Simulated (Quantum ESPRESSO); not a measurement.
## Te2Pt (Moncheite) under changes of volume

One of the cells (24.143 Å³/atom); the others are scaled copies at fixed shape and fractional positions:

```
Pt Te
1.0
     4.01000    0.00000    0.00000
    -2.00500    3.47276    0.00000
     0.00000    0.00000    5.20100
Pt Te
1 2
Direct
  0.00000 0.00000 0.00000
  0.66667 0.33333 0.75000
  0.33333 0.66667 0.25000
```

```yaml
Program: Quantum ESPRESSO 7.5
Functional: PBE
Potentials_or_basis: SSSP 1.3 efficiency PBE
Cutoff: 748 eV
Density_cutoff: 5987 eV
k_mesh: 8 × 8 × 5
Occupations: fermi-dirac, width 0.05 eV
Spin: no spin polarisation
```

```tsv
volume (Å³/atom)	energy over the lowest point (meV/atom)	pressure (GPa)	largest force (eV/Å)
22.694	187.54	19.8	2.123
23.177	133.34	16.1	1.789
23.660	89.68	12.8	1.483
24.143	?	?	?
24.626	29.68	7.2	0.947
25.108	11.46	4.8	0.712
25.591	0.00	2.7	0.496
```

Task: What does the run at 24.143 Å³/atom give?

Result: Energy over the lowest point 55.46 meV/atom; pressure 9.8 GPa; largest force 1.203 eV/Å.

Worked out: A Birch-Murnaghan fit of order 3 (a polynomial in V^(-2/3)) to the other rows has its minimum at 26.31 Å³/atom, just outside them, with B0 = V·E''(V) = 93 GPa and B' = 4.9 at fixed shape and positions, which overstates the stiffness. It gives 55.46 meV/atom at 24.143 Å³/atom, against the run's 55.46, and -dE/dV = 9.9 GPa, against 9.8.

Energies are extrapolated to zero smearing.

Caveats: forces of over 1 eV/Å show positions far from the minimum, so gaps and moduli don't describe the material at rest (some runs).
